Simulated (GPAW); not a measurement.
**TaN in GPAW: the effect of exact-exchange share**

The system is TaN.

```
Ta N
1.0
     0.00000    2.49114    2.49114
     2.49114    0.00000    2.49114
     2.49114    2.49114    0.00000
Ta N
1 1
Direct
  0.00000 0.00000 0.00000
  0.25000 0.25000 0.25000
```

The cell comes from a database or a generator and needn't be the stable form of this composition.

Alike in all runs:

| Quantity | Value |
| --- | --- |
| Program | GPAW 26.7.0 |
| Task | single point |
| Functional | PBEh(alpha) |
| Potentials or basis | GPAW PAW data sets (gpaw-data 1.2.1) |
| Cutoff | 600 eV |
| Basis | pw |
| k mesh | 3 × 3 × 3 |
| Occupations | fermi-dirac, width 0.05 eV |
| Spin | no spin polarisation |

| exact-exchange share | gap on the mesh (eV) |
| --- | --- |
| 0.1 | none |
| 0.2 | none |
| 0.35 | 0.96 |
| 0.5 | ? |

**Question.** What does the run with exact-exchange share 0.5 give?

**Answer.** gap on the mesh 1.76 eV.

Caveats: all runs use coarse meshes; exact exchange converges slowly with the k mesh, and this mesh is small; spin-orbit coupling is left out, which moves the levels of the heavy elements (some runs); an odd mesh through Γ misses points on the zone boundary, where band edges often lie (some runs).

A gap of «none» marks a metal or a gap under the smearing width.
